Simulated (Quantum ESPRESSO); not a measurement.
**Ge: phonons at points of the zone under several settings**

```
Ge
1.0
    -2.57449    2.57449    1.39741
     2.57449   -2.57449    1.39741
     2.57449    2.57449   -1.39741
Ge
2
Direct
  0.50000 0.50000 0.00000
  0.25000 0.75000 0.50000
```

This isn't the form of Ge at room conditions, which is diamond.

All runs used Quantum ESPRESSO 7.5; potentials PseudoDojo 0.4.1 SR LDA standard; k mesh 9 × 9 × 9; given cell, atoms relaxed; no spin polarisation; cutoff 1061 eV; occupations cold, width 0.2 eV.

```csv
level,point,frequencies (cm⁻¹)
LDA,"Γ (0.000, 0.000, 0.000)",?
LDA,"M (-0.500, 0.500, 0.500)",63 63 75 75 187 187
LDA,"N (0.000, 0.500, 0.000)",74 77 86 139 159 173
```

Problem. What stands in the row left open?

Solution. Frequencies 0 0 0 74 155 155 cm⁻¹.

Caveats: the q point doesn't lie on the k mesh, which can shift a metal's frequencies strongly unless the mesh is converged (some runs).
